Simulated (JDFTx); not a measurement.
# BP (F-43m) in JDFTx: settings compared, part 2 of 2

JDFTx 1.7.0 (patched build).

## (5) Band structure, LDA

The input, bands.in:

```
lattice \
    0.0000000000     4.2877885768     4.2877885768 \
    4.2877885768     0.0000000000     4.2877885768 \
    4.2877885768     4.2877885768     0.0000000000
coords-type Cartesian
ion P      6.4316828652     6.4316828652     6.4316828652 1
ion B      0.0000000000     0.0000000000     0.0000000000 1

ion-species pseudo/P.upf
ion-species pseudo/B.upf
elec-cutoff 38 304
elec-ex-corr lda-PW
elec-smearing Fermi 0.0018374661
elec-n-bands 9
electronic-minimize nIterations 30 energyDiffThreshold 1e-06
davidson-band-ratio 1.3
forces-output-coords Cartesian
include path.kpoints
symmetries none
fix-electron-density run.$VAR

dump-name bands.$VAR
dump End Ecomponents EigStats BandEigs Kpoints Forces
```

The input, path.kpoints:

```
kpoint +0.0000000000 +0.0000000000 +0.0000000000 0.020000000000
kpoint +0.0714285714 +0.0000000000 +0.0714285714 0.020000000000
kpoint +0.1428571429 +0.0000000000 +0.1428571429 0.020000000000
kpoint +0.2142857143 +0.0000000000 +0.2142857143 0.020000000000
kpoint +0.2857142857 +0.0000000000 +0.2857142857 0.020000000000
kpoint +0.3571428571 +0.0000000000 +0.3571428571 0.020000000000
kpoint +0.4285714286 +0.0000000000 +0.4285714286 0.020000000000
kpoint +0.5000000000 +0.0000000000 +0.5000000000 0.020000000000
kpoint +0.5000000000 +0.0833333333 +0.5833333333 0.020000000000
kpoint +0.5000000000 +0.1666666667 +0.6666666667 0.020000000000
kpoint +0.5000000000 +0.2500000000 +0.7500000000 0.020000000000
kpoint +0.4375000000 +0.3125000000 +0.7500000000 0.020000000000
kpoint +0.3750000000 +0.3750000000 +0.7500000000 0.020000000000
kpoint +0.3281250000 +0.3281250000 +0.6562500000 0.020000000000
kpoint +0.2812500000 +0.2812500000 +0.5625000000 0.020000000000
kpoint +0.2343750000 +0.2343750000 +0.4687500000 0.020000000000
kpoint +0.1875000000 +0.1875000000 +0.3750000000 0.020000000000
kpoint +0.1406250000 +0.1406250000 +0.2812500000 0.020000000000
kpoint +0.0937500000 +0.0937500000 +0.1875000000 0.020000000000
kpoint +0.0468750000 +0.0468750000 +0.0937500000 0.020000000000
kpoint +0.0000000000 +0.0000000000 +0.0000000000 0.020000000000
kpoint +0.0833333333 +0.0833333333 +0.0833333333 0.020000000000
kpoint +0.1666666667 +0.1666666667 +0.1666666667 0.020000000000
kpoint +0.2500000000 +0.2500000000 +0.2500000000 0.020000000000
kpoint +0.3333333333 +0.3333333333 +0.3333333333 0.020000000000
kpoint +0.4166666667 +0.4166666667 +0.4166666667 0.020000000000
kpoint +0.5000000000 +0.5000000000 +0.5000000000 0.020000000000
kpoint +0.5250000000 +0.4500000000 +0.5250000000 0.020000000000
kpoint +0.5500000000 +0.4000000000 +0.5500000000 0.020000000000
kpoint +0.5750000000 +0.3500000000 +0.5750000000 0.020000000000
kpoint +0.6000000000 +0.3000000000 +0.6000000000 0.020000000000
kpoint +0.6250000000 +0.2500000000 +0.6250000000 0.020000000000
kpoint +0.5625000000 +0.2500000000 +0.6875000000 0.020000000000
kpoint +0.5000000000 +0.2500000000 +0.7500000000 0.020000000000
kpoint +0.5000000000 +0.2916666667 +0.7083333333 0.020000000000
kpoint +0.5000000000 +0.3333333333 +0.6666666667 0.020000000000
kpoint +0.5000000000 +0.3750000000 +0.6250000000 0.020000000000
kpoint +0.5000000000 +0.4166666667 +0.5833333333 0.020000000000
kpoint +0.5000000000 +0.4583333333 +0.5416666667 0.020000000000
kpoint +0.5000000000 +0.5000000000 +0.5000000000 0.020000000000
kpoint +0.4791666667 +0.4791666667 +0.5416666667 0.020000000000
kpoint +0.4583333333 +0.4583333333 +0.5833333333 0.020000000000
kpoint +0.4375000000 +0.4375000000 +0.6250000000 0.020000000000
kpoint +0.4166666667 +0.4166666667 +0.6666666667 0.020000000000
kpoint +0.3958333333 +0.3958333333 +0.7083333333 0.020000000000
kpoint +0.3750000000 +0.3750000000 +0.7500000000 0.020000000000
kpoint +0.6250000000 +0.2500000000 +0.6250000000 0.020000000000
kpoint +0.5833333333 +0.1666666667 +0.5833333333 0.020000000000
kpoint +0.5416666667 +0.0833333333 +0.5416666667 0.020000000000
kpoint +0.5000000000 +0.0000000000 +0.5000000000 0.020000000000
```

Potentials or basis: PseudoDojo-SR-LDA-0.4.1-standard.

On the command line:

```sh
$ jdftx -c 1 -i bands.in -o bands.out
```

The log of the run:

```text
*************** JDFTx 1.7.0 (patched build) ***************

Input parsed successfully to the following command list (including defaults):
[... the input with its defaults ...]

---------- Initializing the Grid ----------
R =
[            0      4.28779      4.28779  ]
[      4.28779            0      4.28779  ]
[      4.28779      4.28779            0  ]
unit cell volume = 157.663
G =
[  -0.732684   0.732684   0.732684  ]
[   0.732684  -0.732684   0.732684  ]
[   0.732684   0.732684  -0.732684  ]
Minimum fftbox size, Smin = [  48  48  48  ]
Chosen fftbox size, S = [  48  48  48  ]

---------- Initializing tighter grid for wavefunction operations ----------
R =
[            0      4.28779      4.28779  ]
[      4.28779            0      4.28779  ]
[      4.28779      4.28779            0  ]
unit cell volume = 157.663
G =
[  -0.732684   0.732684   0.732684  ]
[   0.732684  -0.732684   0.732684  ]
[... 33 lines left out ...]
Computing the number of bands and number of electrons
Calculating initial fillings.
nElectrons:   8.000000   nBands: 9   nStates: 50

----- Setting up reduced wavefunction bases (one per k-point) -----
average nbasis = 1764.720 , ideal nbasis = 1764.004

---------- Setting up ewald sum ----------
Optimum gaussian width for ewald sums = 1.947439 bohr.
Real space sum over 1331 unit cells with max indices [  5  5  5  ]
Reciprocal space sum over 2197 terms with max indices [  6  6  6  ]

---------- Allocating electronic variables ----------
Reading n from file 'run.n' ... done
Initializing wave functions:  linear combination of atomic orbitals
Note: number of bands (9) exceeds available atomic orbitals (8)

----------- Band structure minimization -------------
Minimization will be done independently for each quantum number.

---- Minimization of quantum number:     0  [ +0.0000000 +0.0000000 +0.0000000 ]  0.040000000 ----
BandDavidson: Iter:   0  Eband: +0.177107960901047
BandDavidson: Iter:   1  Eband: +0.143834922839537  dEband: -3.327304e-02
BandDavidson: Iter:   2  Eband: +0.140036903850820  dEband: -3.798019e-03
BandDavidson: Iter:   3  Eband: +0.139253781260035  dEband: -7.831226e-04
[... 877 lines of inner loops ...]
BandDavidson: Iter:  10  Eband: +0.140628068074589  dEband: -1.647833e-06
BandDavidson: Iter:  11  Eband: +0.140627149409471  dEband: -9.186651e-07
BandDavidson: Converged (dEband<1.000000e-06)
	FillingsUpdate:  mu: +0.355023363  nElectrons: 8.000000

Dumping 'bands.eigStats' ...
	eMin: -0.234283 at state 20 ( [ +0.000000 +0.000000 +0.000000 ] spin 0 )
	HOMO: +0.331558 at state 0 ( [ +0.000000 +0.000000 +0.000000 ] spin 0 )
	mu  : +0.355023
	LUMO: +0.375800 at state 6 ( [ +0.428571 +0.000000 +0.428571 ] spin 0 )
	eMax: +0.881663 at state 49 ( [ +0.500000 +0.000000 +0.500000 ] spin 0 )
	HOMO-LUMO gap: +0.044242
	Optical gap  : +0.124465 at state 0 ( [ +0.000000 +0.000000 +0.000000 ] spin 0 )
Done!
[note: mu, HOMO and LUMO in a band run belong to the points of the path alone and aren't those of the crystal]
```

It took 18 s on 1 thread of Intel Xeon Platinum 8259CL at 2.50GHz (Skylake/Cascade Lake), shared host; peak memory 0.08 GiB.

Results:

| Quantity | Value |
| --- | --- |
| Band gap along the path | 1.20 eV, indirect (least direct gap 3.39 eV) |

Levels at the corners of the path, in eV from the valence-band top:
```tsv
point	band 2	band 3	band 4	band 5
Γ	0.00	0.00	0.00	3.39
X	-8.48	-4.10	-4.10	1.32
W	-7.94	-5.68	-5.49	5.25
K	-8.06	-6.24	-3.49	2.10
Γ	0.00	0.00	0.00	3.39
L	-9.01	-1.75	-1.75	3.77
U	-8.06	-6.24	-3.49	2.10
W	-7.94	-5.68	-5.49	5.25
L	-9.01	-1.75	-1.75	3.77
K	-8.06	-6.24	-3.49	2.10
U	-8.06	-6.24	-3.49	2.10
X	-8.48	-4.10	-4.10	1.32
```

## (6) Band structure, PBE

The input, bands.in:

```
lattice Face-Centered Cubic 8.5755771536
coords-type Lattice
ion P      0.7500000000     0.7500000000     0.7500000000 1
ion B      0.0000000000     0.0000000000     0.0000000000 1

ion-species pseudo/P.upf
ion-species pseudo/B.upf
elec-cutoff 38 304
elec-ex-corr gga-PBE
elec-smearing Fermi 0.0018374661
elec-n-bands 9
electronic-minimize nIterations 30 energyDiffThreshold 1e-06
davidson-band-ratio 1.3
forces-output-coords Cartesian
include path.kpoints
symmetries none
fix-electron-density run.$VAR

dump-name bands.$VAR
dump End Ecomponents EigStats BandEigs Kpoints Forces
```

path.kpoints is that of step 5.

Potentials or basis: PseudoDojo-SR-PBE-0.5-standard.

On the command line:

```sh
$ jdftx -c 1 -i bands.in -o bands.out
```

Run time: 16 s. Hardware: 1 thread of Intel Xeon Platinum 8259CL at 2.50GHz (Skylake/Cascade Lake), shared host; peak memory 0.08 GiB.

The run converged. Its results:

```yaml
Band_gap_along_the_path: 1.25 eV, indirect (least direct gap 3.41 eV)
```

Levels at the corners of the path, in eV from the valence-band top:
```tsv
point	band 1	band 2	band 3	band 4	band 5
Γ	-15.46	0.00	0.00	0.00	3.41
X	-10.61	-8.58	-4.11	-4.11	1.35
W	-10.33	-8.05	-5.67	-5.47	5.33
K	-10.61	-8.16	-6.22	-3.50	2.16
Γ	-15.46	0.00	0.00	0.00	3.41
L	-12.13	-9.03	-1.76	-1.76	3.78
U	-10.61	-8.16	-6.22	-3.50	2.16
W	-10.33	-8.05	-5.67	-5.47	5.33
L	-12.13	-9.03	-1.76	-1.76	3.78
K	-10.61	-8.16	-6.22	-3.50	2.16
U	-10.61	-8.16	-6.22	-3.50	2.16
X	-10.61	-8.58	-4.11	-4.11	1.35
```
